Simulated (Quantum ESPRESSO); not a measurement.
NiO in Quantum ESPRESSO: the effect of functional

Crystal: NiO.

```
Ni O
1.0
     2.50462    0.00000    0.00000
     0.00000    2.50462    0.00000
     0.00000    0.00000    2.50462
Ni O
1 1
Direct
  0.00000 0.00000 0.00000
  0.50000 0.50000 0.50000
```

Measurements of this composition are mostly on another form, of space group No. 225.

Alike in all runs:

```yaml
Program: Quantum ESPRESSO 7.5
Task: single point
Potentials_or_basis: PseudoDojo 0.4 SR PBEsol stringent
Cutoff: 1415 eV
Density_cutoff: 5660 eV
k_mesh: 7 × 7 × 7
Occupations: gaussian, width 0.05 eV
Spin: collinear spin, ferromagnetic start
Starting_moments: "[2.0, 0.0] μB"
Hubbard_terms: Ni d U = 6 eV
```

```csv
functional,pressure (GPa)
LDA,15.9
PBEsol,22.1
PBE,36.9
revPBE,42.0
RPBE,?
PW91,36.5
```

Task: What does the run with functional RPBE give?

Result: Pressure 43.9 GPa.

Caveats: a cell with one magnetic atom can't hold antiferromagnetic order, which such compounds often take; the potentials were made for another functional, which shifts forces and pressure (some runs); a pressure of tens of GPa on the cell as given is suspect, and the run, the potentials or the cell itself is likely at fault (some runs).
